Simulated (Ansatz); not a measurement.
# Al2Pt (Fm-3m) in Ansatz: a series of runs

The runs below take Al2Pt through single point, equation of state, with r2SCAN.

Everything below comes from runs of Ansatz 0.2.0. Logs are shortened: lines on timing, memory, paths and dates and some standing lists are left out, and cuts for length are marked.

## 1. The crystal as given

It takes space group Fm-3m (No. 225, cubic). The conventional cell has a = 5.910 Å, b = 5.910 Å, c = 5.910 Å, α = 90.00°, β = 90.00°, γ = 90.00°. Around Pt (site symmetry m-3m) lie 8 Al at 2.56 Å. Al (site symmetry -43m) has 4 Pt at 2.56 Å as nearest neighbours.

## 2. Single point, r2SCAN, 16.17 Å³/atom (volume scaled by 0.94)

input.yaml reads:

```yaml
crystal:
  lattice:
    - [0.0, 2.8946769513, 2.8946769513]
    - [2.8946769513, 0.0, 2.8946769513]
    - [2.8946769513, 2.8946769513, 0.0]
  atoms:
    - { symbol: Pt, position: [0.0, 0.0, 0.0] }
    - { symbol: Al, position: [0.75, 0.75, 0.75] }
    - { symbol: Al, position: [0.25, 0.25, 0.25] }
hamiltonian:
  xc: r2scan
  pseudopotentials: { kind: paw }
kpoints:
  mp_grid: { grid: [8, 8, 8] }
scf:
  occupations: { method: fermi_dirac, width: 0.05 }
output:
  forces: true
  stress: true
  eigenvalues: true
```

Potentials or basis: Ansatz PAW.

Command:

```bash
$ ansatz run input.yaml --threads 2 --pin off --max-ram 5632MiB --backend cpu --events-out ev --progress --plain --runs-dir out
```

What it wrote:

```text
Warning: RAYON_NUM_THREADS=2 ignored (pool sized by the plan → 2); use --threads N
Engine: ansatz 0.2.0, aarch64-unknown-linux-gnu
Pseudopotentials: kind: paw
Pseudopotential: Pt, paw, valence charge 18, recommended cutoff 500 eV (meta_gga), Pt.paw.azcp
Pseudopotential: Al, paw, valence charge 3, recommended cutoff 500 eV (meta_gga), Al.paw.azcp
Functional definition: r2SCAN
  parameter k0 = 0.174
  parameter k1 = 0.065
  parameter a1 = 4.9479
  exchange = r2scan_x(k0 = k0, k1 = k1, a1 = a1)
  correlation = r2scan_c
Crystal: 3 atoms, lattice volume = 48.510 Å³
Basis set: ecut = 500 eV, 1243 PW (Γ), exchange–correlation on 120×120×120 points (64 copies of the dense FFT grid, shifted against one another)
Bands: 16, of which v1, the nominal top of the filled ones, is band 12 counted from 1 (11 counted from 0)
Symmetry: 48 space group operations
Space group: Fm-3m (ITA 225), of the structure as read, at distance tolerance 3.6e-5 Å
k-points: 29 of 512
Non-local potential: Pt, projectors of the file, l = 0: 3, l = 1: 2, l = 2: 2, l = 3: 1
Non-local potential: Al, projectors of the file, l = 0: 2, l = 1: 2, l = 2: 1
PAW form: soft (Blöchl's): semilocal exchange-correlation on the pseudo side does not see the compensation charge
PAW frozen core: Pt, regenerated for the run's functional (the file was generated under x = pbe(κ = 0.804, μ = 0.2195149727645171), c = pbe(β = 0.06672455060314922))
PAW frozen core: Al, regenerated for the run's functional (the file was generated under x = pbe(κ = 0.804, μ = 0.2195149727645171), c = pbe(β = 0.06672455060314922))
PAW one-centre angular grid: Pt, 590 points (default); XC on 160 Gauss nodes
PAW one-centre angular grid: Al, 302 points (default); XC on 160 Gauss nodes
Initial density: superposition of atomic densities (neutral atoms: chi_scale 0, normalization atom), corrected by the library's trained network
Initial wavefunctions: pseudopotential atomic-orbital guess
Functional: x = r2scan, c = r2scan; τ floored in thin density (d = 2e-4 eV/Å³)
SCF iter   1: F=—  HF=-13620.379867 eV  |F-HF|=—  |Δ(HF+E_count)|=         —  Δρ=8.44e-3  dr2=5.14e-2  dr2_τ=5.01e-2  ethr=1.77e-3  ⟨swp⟩=6.0  Hψ=2561  notcnv=0
preconditioner: auto → Kerker (q_TF=auto, 2.426 Å⁻¹)  [metal: Δε(μ)=0.105 eV  Ē_g=9.417 eV  σ=0.050 eV  W_gap=0.48  n_scr=14 (ndim 8)  ℏωp=21.3 eV  f_vac=0.000  D(μ)=1.23/eV (n_scr^D=8)]
SCF iter   2: F=—  HF=-13620.412643 eV  |F-HF|=—  |Δ(HF+E_count)|=   3.28e-2  Δρ=2.99e-3  dr2=4.79e-3  dr2_τ=1.73e-3  ethr=2.14e-4  ⟨swp⟩=2.3  Hψ=998  notcnv=0  defer=10
SCF iter   3: F=—  HF=-13620.413245 eV  |F-HF|=—  |Δ(HF+E_count)|=   6.02e-4  Δρ=1.70e-3  dr2=1.28e-3  dr2_τ=2.83e-5  ethr=1.99e-5  ⟨swp⟩=2.0  Hψ=655  notcnv=0  defer=10
SCF iter   4: F=—  HF=-13620.413231 eV  |F-HF|=—  |Δ(HF+E_count)|=   1.37e-5  Δρ=3.30e-4  dr2=6.52e-5  dr2_τ=2.65e-6  ethr=5.34e-6  ⟨swp⟩=2.0  Hψ=767  notcnv=0  defer=10
SCF iter   5: F=—  HF=-13620.413242 eV  |F-HF|=—  |Δ(HF+E_count)|=   1.13e-5  Δρ=7.68e-5  dr2=3.33e-6  dr2_τ=3.08e-7  ethr=2.72e-7  ⟨swp⟩=2.1  Hψ=676  notcnv=0  defer=10
SCF iter   6: F=—  HF=-13620.413242 eV  |F-HF|=—  |Δ(HF+E_count)|=   3.82e-7  Δρ=2.97e-5  dr2=7.67e-7  dr2_τ=2.05e-8  ethr=1.39e-8  ⟨swp⟩=2.0  Hψ=731  notcnv=0  defer=10
SCF iter   7: F=-13620.413242 eV  HF=-13620.413242 eV  |F-HF|=3.54e-8  |Δ(HF+E_count)|=   1.07e-8  Δρ=8.38e-6  dr2=6.85e-8  dr2_τ=7.23e-9  ethr=4.17e-10  ⟨swp⟩=4.0  Hψ=1956  notcnv=0
SCF 1 converged in 7 iterations: F = -13620.413242 eV  dr2 = 6.85e-8
SCF converged after 7 iterations
Free energy (F): -13620.413242 eV
Harris-Foulkes:  -13620.413242 eV  (|F-HF|=3.54e-8)
Internal energy: -13620.401565 eV  (E = F + TS)
E sigma→0 (E₀):  -13620.407403 eV
Entropy (-TS):   -0.011677 eV (-3.892 meV/atom)
Fermi energy:    12.258801 eV
--- Per-component energies (eV) ---
  E_band       = -312.410178
  E_kinetic    = 691.870229
  E_local      = -2637.338054  (includes V_loc(G=0)·N_el)
  E_nonlocal   = 218.313529
  E_hartree    = 1051.269745
  E_xc         = -327.875026
  E_vxc        = -407.205305  (∫ρ·V_xc dr)
  E_paw        = -10426.434241  (= ΣΔE_a)
  E_vpaw       = -305.842781  (= ΣTr[D̂ρ^β])
  E_aug_tail   = 0.000147  (compensation charges beyond the density's cutoff)
  E_vtau       = 25.267481  (kinetic-family band-sum trace: ∫τ·v_τ [+ j·A + Jᵃ·Aᵃ] dr)
  E_ewald      = -2189.856184
  E_core_change = -0.351711  (= ΣΔE_core)
  E_smearing   = -0.011677  (= −TS)
  E_closure    = 0.000000  (closes the sum)
  Σ components = -13620.413242   (vs F -13620.413242, Δ=0.00e0)
--- Forces (eV/Å), atoms counted from 1 ---
  atom   1  Pt    -0.00000000     0.00000000     0.00000000
  atom   2  Al     0.00000000     0.00000000    -0.00000000
  atom   3  Al     0.00000000     0.00000000    -0.00000000
  max |Σ_I F_I| component: 4.16e-17 eV/Å
--- Stress (GPa, compression-positive) ---
        9.492688       0.000000       0.000000
       -0.000000       9.492688      -0.000000
       -0.000000      -0.000000       9.492688
  P = ⅓ Tr σ = 9.4927 GPa (94.927 kbar)
--- Band table (eV; the first three rows and the last of 29) ---
  k-point 0: bands = ["-88.8898", "-42.5298", "-42.5298", "-42.5298", "1.0687", "6.5799", "6.5799", "6.5799", "8.0652", "8.0652", "16.2985", "16.2985", "16.2985", "16.4572", "18.4265", "18.4265"]
  k-point 1: bands = ["-88.8898", "-42.5304", "-42.5299", "-42.5299", "1.3065", "6.4647", "6.6593", "6.6593", "8.0410", "8.0410", "14.1165", "15.7767", "15.7767", "16.6845", "18.9530", "18.9530"]
  k-point 2: bands = ["-88.8897", "-42.5319", "-42.5301", "-42.5301", "1.9892", "6.1932", "6.8231", "6.8231", "8.0542", "8.0542", "11.3364", "14.7260", "14.7260", "16.9961", "18.4167", "18.4167"]
  k-point 28: bands = ["-88.8897", "-42.5327", "-42.5327", "-42.5313", "5.7170", "5.7170", "6.2648", "6.5263", "8.0363", "8.6032", "9.2134", "9.2134", "11.3092", "18.1778", "18.1778", "19.0248"]
```

Wall time 4.9 s (2 threads of Arm Neoverse N1, shared host); peak memory 0.42 GiB.

Results:

```
Free energy            : -13620.4132 eV
Pressure               : 9.5 GPa
Band gap on the k mesh : none (metal or under the smearing width)
```

Caveat: the PAW data sets come from PBE, with cores solved anew for the run's functional, which leaves a small shift of forces and pressure.

## 3. Single point, r2SCAN, 16.51 Å³/atom (volume scaled by 0.96)

input.yaml: that of step 2 with these lines changed.

```diff
@@ -2,5 +2,5 @@
   lattice:
-    - [0.0, 2.8946769513, 2.8946769513]
-    - [2.8946769513, 0.0, 2.8946769513]
-    - [2.8946769513, 2.8946769513, 0.0]
+    - [0.0, 2.9150626719, 2.9150626719]
+    - [2.9150626719, 0.0, 2.9150626719]
+    - [2.9150626719, 2.9150626719, 0.0]
   atoms:
```

Potentials or basis: Ansatz PAW.

Command:

```bash
$ ansatz run input.yaml --threads 2 --pin off --max-ram 5632MiB --backend cpu --events-out ev --progress --plain --runs-dir out
```

Run time: 5 s. Hardware: 2 threads of Arm Neoverse N1, shared host; peak memory 0.45 GiB.

Results (log left out):

```yaml
Free_energy: -13620.4624 eV
Pressure: 5.8 GPa
Band_gap_on_the_k_mesh: none (metal or under the smearing width)
```

Caveat: the PAW data sets come from PBE, with cores solved anew for the run's functional, which leaves a small shift of forces and pressure.

## 4. Single point, r2SCAN, 16.86 Å³/atom (volume scaled by 0.98)

input.yaml: that of step 3 with these lines changed.

```diff
@@ -2,5 +2,5 @@
   lattice:
-    - [0.0, 2.9150626719, 2.9150626719]
-    - [2.9150626719, 0.0, 2.9150626719]
-    - [2.9150626719, 2.9150626719, 0.0]
+    - [0.0, 2.9351671877, 2.9351671877]
+    - [2.9351671877, 0.0, 2.9351671877]
+    - [2.9351671877, 2.9351671877, 0.0]
   atoms:
@@ -20 +20,5 @@
   eigenvalues: true
+  write_density: true
+  write_potential: true
+  elf: true
+  volumetric_format: npy
```

Command:

```bash
$ ansatz run input.yaml --threads 2 --pin off --max-ram 5632MiB --backend cpu --events-out ev --progress --plain --runs-dir out
```

Run time: 6.4 s. Hardware: 2 threads of Arm Neoverse N1, shared host; peak memory 0.45 GiB.

Results (log left out):

- Free energy: -13620.4892 eV
- Pressure: 2.5 GPa
- Band gap on the k mesh: none (metal or under the smearing width)

Caveat: the PAW data sets come from PBE, with cores solved anew for the run's functional, which leaves a small shift of forces and pressure.

## 5. Single point, r2SCAN, 17.20 Å³/atom

input.yaml: that of step 4 with these lines changed.

```diff
@@ -2,5 +2,5 @@
   lattice:
-    - [0.0, 2.9351671877, 2.9351671877]
-    - [2.9351671877, 0.0, 2.9351671877]
-    - [2.9351671877, 2.9351671877, 0.0]
+    - [0.0, 2.955, 2.955]
+    - [2.955, 0.0, 2.955]
+    - [2.955, 2.955, 0.0]
   atoms:
@@ -20,5 +20 @@
   eigenvalues: true
-  write_density: true
-  write_potential: true
-  elf: true
-  volumetric_format: npy
```

Command:

```bash
$ ansatz run input.yaml --threads 2 --pin off --max-ram 5632MiB --backend cpu --events-out ev --progress --plain --runs-dir out
```

Wall time 5.2 s (2 threads of Arm Neoverse N1, shared host); peak memory 0.45 GiB.

Results (log left out):

```
Free energy            : -13620.4958 eV
Pressure               : -0.4 GPa
Band gap on the k mesh : none (metal or under the smearing width)
```

Caveat: the PAW data sets come from PBE, with cores solved anew for the run's functional, which leaves a small shift of forces and pressure.

## 6. Single point, r2SCAN, 17.55 Å³/atom (volume scaled by 1.02)

input.yaml: that of step 5 with these lines changed.

```diff
@@ -2,5 +2,5 @@
   lattice:
-    - [0.0, 2.955, 2.955]
-    - [2.955, 0.0, 2.955]
-    - [2.955, 2.955, 0.0]
+    - [0.0, 2.9745701068, 2.9745701068]
+    - [2.9745701068, 0.0, 2.9745701068]
+    - [2.9745701068, 2.9745701068, 0.0]
   atoms:
```

Potentials or basis: Ansatz PAW.

Command:

```bash
$ ansatz run input.yaml --threads 2 --pin off --max-ram 5632MiB --backend cpu --events-out ev --progress --plain --runs-dir out
```

Run time: 5.4 s. Hardware: 2 threads of Arm Neoverse N1, shared host; peak memory 0.45 GiB.

It converged, with:

* Free energy: -13620.4845 eV
* Pressure: -3.1 GPa
* Band gap on the k mesh: none (metal or under the smearing width)

Caveat: the PAW data sets come from PBE, with cores solved anew for the run's functional, which leaves a small shift of forces and pressure.

## 7. Single point, r2SCAN, 17.89 Å³/atom (volume scaled by 1.04)

input.yaml: that of step 6 with these lines changed.

```diff
@@ -2,5 +2,5 @@
   lattice:
-    - [0.0, 2.9745701068, 2.9745701068]
-    - [2.9745701068, 0.0, 2.9745701068]
-    - [2.9745701068, 2.9745701068, 0.0]
+    - [0.0, 2.9938860383, 2.9938860383]
+    - [2.9938860383, 0.0, 2.9938860383]
+    - [2.9938860383, 2.9938860383, 0.0]
   atoms:
```

Command:

```bash
$ ansatz run input.yaml --threads 2 --pin off --max-ram 5632MiB --backend cpu --events-out ev --progress --plain --runs-dir out
```

It took 5.3 s on 2 threads of Arm Neoverse N1, shared host; peak memory 0.45 GiB.

Results (log left out):

| Property | Result |
| --- | --- |
| Free energy | -13620.4570 eV |
| Pressure | -5.4 GPa |
| Band gap on the k mesh | none (metal or under the smearing width) |

Caveat: the PAW data sets come from PBE, with cores solved anew for the run's functional, which leaves a small shift of forces and pressure.

## 8. Single point, r2SCAN, 18.23 Å³/atom (volume scaled by 1.06)

input.yaml: that of step 7 with these lines changed.

```diff
@@ -2,5 +2,5 @@
   lattice:
-    - [0.0, 2.9938860383, 2.9938860383]
-    - [2.9938860383, 0.0, 2.9938860383]
-    - [2.9938860383, 2.9938860383, 0.0]
+    - [0.0, 3.0129558903, 3.0129558903]
+    - [3.0129558903, 0.0, 3.0129558903]
+    - [3.0129558903, 3.0129558903, 0.0]
   atoms:
```

Command:

```bash
$ ansatz run input.yaml --threads 2 --pin off --max-ram 5632MiB --backend cpu --events-out ev --progress --plain --runs-dir out
```

Wall time 5.5 s (2 threads of Arm Neoverse N1, shared host); peak memory 0.45 GiB.

The run converged. Its results:

```yaml
Free_energy: -13620.4150 eV
Pressure: -7.6 GPa
Band_gap_on_the_k_mesh: none (metal or under the smearing width)
```

Caveat: the PAW data sets come from PBE, with cores solved anew for the run's functional, which leaves a small shift of forces and pressure.

## 9. Equation of state, r2SCAN

Potentials or basis: Ansatz PAW.

This step only gathers the single runs of the series.

What came out:

| Quantity | Value |
| --- | --- |
| Equilibrium volume | 17.15 Å³/atom |
| Bulk modulus | 141 GPa |
| Pressure derivative of the bulk modulus | 4.4 |

Energy against volume, from the lowest point:
```tsv
volume (Å³/atom)	energy (meV/atom)
16.170	27.53
16.514	11.16
16.858	2.23
17.202	0.00
17.546	3.78
17.890	12.94
18.234	26.93
```

Caveat: the PAW data sets were made with another functional, which shifts forces and pressure a little.
